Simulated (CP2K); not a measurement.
TePb under changes of volume

One of the cells (32.055 Å³/atom); the others are scaled copies at fixed shape and fractional positions:

```xyz
2
Lattice="4.0023 0.0000 0.0000 0.0000 4.0023 0.0000 0.0000 0.0000 4.0023" Properties=species:S:1:pos:R:3 pbc="T T T"
Pb    0.0000    0.0000    0.0000
Te    2.0011    2.0011    2.0011
```

Measurements of this composition are mostly on another form, of space group No. 225.

* Program: CP2K 2026.2
* Functional: LDA
* Potentials or basis: GTH_POTENTIALS Pb GTH-PADE-q4, Te GTH-PADE-q6; TZVP-MOLOPT-PBE-GTH basis
* Density cutoff: 6123 eV
* k mesh: 7 × 7 × 7
* Occupations: fermi-dirac, width 0.05 eV
* Spin: no spin polarisation

| volume (Å³/atom) | energy over the lowest point (meV/atom) | pressure (GPa) |
| --- | --- | --- |
| 30.132 | 0.00 | -1.7 |
| 30.773 | ? | ? |
| 31.414 | 19.94 | -3.3 |
| 32.055 | 34.25 | -3.9 |
| 32.696 | 51.07 | -4.5 |
| 33.337 | 70.17 | -5.1 |
| 33.978 | 91.29 | -5.5 |

Question: What does the run at 30.773 Å³/atom give?

Answer: Energy over the lowest point 8.40 meV/atom; pressure -2.5 GPa.

Worked out: A Birch-Murnaghan fit of order 3 (a polynomial in V^(-2/3)) to the other rows has no minimum within the range. It gives 8.42 meV/atom at 30.773 Å³/atom, against the run's 8.40, and -dE/dV = -2.5 GPa, against -2.5.

Energies are extrapolated to zero smearing.

Caveats: the basis of atomic orbitals isn't converged, which shifts pressures, moduli and gaps.
